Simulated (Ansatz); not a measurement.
**InSe**

The computed numbers are results of PBE, scalar-relativistic (no spin polarisation) in the plane-wave PAW code Ansatz at 420 eV, Γ-centred 10×10×10 mesh, 0.05 eV Gaussian smearing. The datasets are Ansatz's generated set soft_2.

```yaml
crystal:
  lattice:
    - [2.04437, 1.18031, 9.21754]
    - [-2.04437, 1.18031, 9.21754]
    - [0.00000, -2.36063, 9.21754]
  atoms:
    - { symbol: In, position: [0.00500, 0.00500, 0.00500] }
    - { symbol: In, position: [0.10718, 0.10718, 0.10718] }
    - { symbol: Se, position: [0.62567, 0.62567, 0.62567] }
    - { symbol: Se, position: [0.81985, 0.81985, 0.81985] }
```

The chain of runs began from a cell from COD that may be a prediction, expanded in volume.

The run above is the reference. The same cell was run again with other input settings; several of them aren't fit for production, so the rows show the settings' effect and aren't properties of the material.

```tsv
keys changed	outcome	ΔE (meV/atom)	P (GPa)	gap on the mesh (eV)	cell moment (μB)	largest force component (eV/Å)	SCF iterations	rough core-seconds	new warnings
none (reference)	converged	0.0	0.0	0.71	–	0.000	–	–	–
kpoints.mp_grid.grid: [10, 10, 10] → [7, 7, 7]; scf.occupations.width: 0.05 → null; scf.occupations.method: "gaussian" → "tetrahedron"	converged	0.4	0.0	0.84	–	0.001	7	19	band table not solved further; tetrahedron derivatives may miss energy slope
scf.algorithm: "density_mixing"; hamiltonian.dispersion: "d4"	converged	–	-1.4	0.71	–	0.036	7	60	–
hamiltonian.dispersion: "d4"	converged	–	-1.4	0.71	–	0.036	7	60	–
basis.ecutwfc: 420 → "600 eV"; kpoints.mp_grid.grid: [10, 10, 10] → [8, 8, 8]	converged	-0.9	0.0	0.71	–	0.001	7	29	–
scf.convergence.dr2_threshold: 1e-09	converged	0.0	0.0	0.71	–	0.000	9	40	stress scf threshold loose
scf.occupations.width: 0.05 → null; scf.occupations.method: "gaussian" → "tetrahedron"	converged	0.0	0.0	0.71	–	0.000	7	40	band table not solved further; tetrahedron derivatives may miss energy slope
```

These changes also left energy (to 0.1 meV/atom), pressure, gap, moment and forces as in the reference: scf.n_extra_bands: 4.

ΔE is the energy with the smearing extrapolated to zero. It is left out where the change alters the Hamiltonian or the spin treatment. The varied runs start from atomic densities (corrected by the program's trained start where that serves), with the default search for lower states unless a row changes it.

(1) What happens with these changes: scf.initial_density.chi_scale: 0.3?

Answer:

(1) outcome converged, ΔE (meV/atom) 0.0, P (GPa) 0.0, gap on the mesh (eV) 0.71, largest force component (eV/Å) 0.001, SCF iterations 12, rough core-seconds 80.

Changing scf.initial_density.chi_scale only steers the path to self-consistency, so the energy stays within 0.5 meV/atom.

The pair part of a dispersion correction pulls inward (a three-body part mostly pushes out), and in metals and ionic crystals with large ions it often overbinds.

1 further run (cut off, refused for memory, with changed atoms or starts, or in doubt) is left out.

Of the reference: Kohn–Sham gaps of semilocal functionals lie under measured ones, often by a third or more. The structure is built of weakly bound layers, and this functional has no dispersion term, so their spacing and all that hangs on it (volume, the soft elastic constants, low modes, dielectric constants) are poorly given.
